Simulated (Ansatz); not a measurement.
# PbS: the cost of one run

Program: the Python package of Ansatz 0.2.0. Level of theory: DFT PBEsol, plane waves, PAW. These are calculated values, not measurements.

### 1 The structure

It takes space group C2/m (No. 12, monoclinic). The conventional cell has a = 5.881 Å, b = 5.800 Å, c = 11.759 Å, α = 90.00°, β = 95.27°, γ = 90.00°. Pb (site symmetry m) has 5 S at 2.75 to 2.98 Å as nearest neighbours. S (site symmetry m) is surrounded by 5 Pb at 2.75 to 2.98 Å.

The script holds or builds the structure itself.

### 2 The script

kconv_pbs.py

```python
'''k-point test for PbS.'''

import warnings

import ansatz as az
import matplotlib.pyplot as plt


def main() -> None:
    warnings.simplefilter('ignore', az.DeckWarning)

    xtal = (
        az.Lattice.of((2.9405, -2.9, 0.0), (2.9405, 2.9, 0.0), (-1.08005, 0.0, 11.70929))
        .atom('Pb', (0.7756, 0.7756, 0.63638))
        .atom('Pb', (0.2244, 0.2244, 0.36362))
        .atom('S', (0.2684, 0.2684, 0.5986))
        .atom('S', (0.7316, 0.7316, 0.4014))
    )

    calculation = (
        xtal.calculation()
        .occupations('fixed')
        .functional('PBEsol')
        .stress()
    )

    rows = []
    for value in [(2, 2, 1), (4, 4, 1), (4, 4, 2), (6, 6, 2), (8, 8, 4)]:
        r = calculation.kpoints(*value).run(threads=1).report
        rows.append((value, r['free_energy_ev'] / len(r['lattice']['sites']), r['n_iterations'], sum(r['stress_gpa'][i][i] for i in range(3)) / 3, r['n_kpoints']))

    print('        mesh   F/atom (eV)    iterations       P (GPa)      k-points')
    for row in rows:
        print(f'{str(row[0]):>12s}  {row[1]:12.5f}  {row[2]:12d}  {row[3]:12.3f}  {row[4]:12d}')

    # the last row is the reference
    for row in rows[:-1]:
        shift = 1000 * (row[1] - rows[-1][1])
        print(f'{row[0]}: {shift:+.2f} meV/atom' + ('  (within 5 meV)' if abs(shift) < 5 else ''))
    plt.figure(figsize=(4.5, 3))
    plt.plot([str(row[0]) for row in rows], [1000 * (row[1] - rows[-1][1]) for row in rows], 'o-')
    plt.xlabel('mesh')
    plt.ylabel('F - F(last) (meV/atom)')
    plt.tight_layout()
    plt.savefig('kconv.png', dpi=100)


if __name__ == '__main__':
    main()
```

### 3 The input behind the calls

The package turns the script's settings into the engine's input (first run):

```yaml
crystal:
  lattice:
    - [2.9405, -2.9, 0.0]
    - [2.9405, 2.9, 0.0]
    - [-1.08005, 0.0, 11.70929]
  atoms:
    - { symbol: Pb, position: [0.7756, 0.7756, 0.63638] }
    - { symbol: Pb, position: [0.2244, 0.2244, 0.36362] }
    - { symbol: S, position: [0.2684, 0.2684, 0.5986] }
    - { symbol: S, position: [0.7316, 0.7316, 0.4014] }
kpoints:
  mp_grid:
    grid: [2, 2, 1]
hamiltonian:
  xc: pbesol
scf:
  occupations:
    method: fixed
output:
  stress: true
```

### 4 Launch

The run is started by

```bash
python kconv_pbs.py
```

What time and memory should one allow on 1 thread of Arm Neoverse V1, shared host?

About 39 s, with a peak of 0.66 GiB.
